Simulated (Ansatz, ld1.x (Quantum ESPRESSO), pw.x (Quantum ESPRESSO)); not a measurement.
## Pt (diamond): variants of one TM potential in the solid

ld1.x (Quantum ESPRESSO) 7.5 input, shortened:

```
&input
   title='Pt', zed=78., rel=1, dft='PBE', iswitch=3,
   config='[Xe] 4f14 5d9 6s1 6p0'
 /
 &inputp
   pseudotype=2, tm=.true., lloc=0,
   nlcc=.false.
 /
3
6P  2  1   0.00   0.00  3.60  3.60  0.0
5D  3  2   9.00   0.00  1.95  1.95  0.0
6S  1  0   1.00   0.00  2.50  2.50  0.0
 &test
   configts(1)='5d9 6s1 6p0'
 /
```

Crystal test: diamond Pt in pw.x 7.5, no spin, 8³ k-points, Fermi–Dirac smearing 0.01 Ry, cutoffs set for each file from its atomic test. The reference is all-electron LAPW (Ansatz 0.2.0) with the same functional, mesh and smearing; V0 and B0 come from Birch–Murnaghan fits to the pressures at five volumes. Errors are pseudo minus all-electron; Δ is the rms difference of the E(V) curves that follow from these fits, minima aligned, over ±6 % about the mean V0. Mesh and smearing are coarse, so the numbers serve the comparison and aren't converged zero-temperature values; the lattice is a test structure that the element need not adopt.

All-electron: a0 = 5.784 Å (V0 = 24.18 Å³/atom), B0 = 111.9 GPa.

Base: The largest radius (3.60 bohr) exceeds half the bond length (2.37 bohr), so the spheres overlap, which is one possible source of error among others. This is a poor potential for the solid.

A dash in a converged row means that the minimum lies outside the volumes sampled.

```tsv
change	cutoffs (Ry)	pw.x	a0 (Å)	a0 error (%)	B0 error (%)	Δ (meV/atom)	mean pressure error (GPa)
base	60/240	converged	5.870	+1.49	-5.3	26.3	+5.40
wave 6s (bound): rc 2.50 bohr becomes 6s (bound): rc 1.82 bohr	85/340	converged	5.858	+1.28	-4.6	22.6	+4.58
wave 6s (bound): rc 2.50 bohr becomes 6s (bound): rc 2.10 bohr	60/240	converged	5.872	+1.53	-5.4	27.0	+5.55
wave 6s (bound): rc 2.50 bohr becomes 6s (bound): rc 2.60 bohr	70/280	converged	5.866	+1.42	-5.0	25.1	+5.13
wave 6s (bound): rc 2.50 bohr becomes 6s (bound): rc 3.64 bohr	60/240	converged	–	–	–	–	-27.28
```

(1) Give the row for: wave 6s (bound): rc 2.50 bohr becomes 6s (bound): rc 3.20 bohr.

Results:

(1) pw.x: converged; mean pressure error (GPa): -5.57.
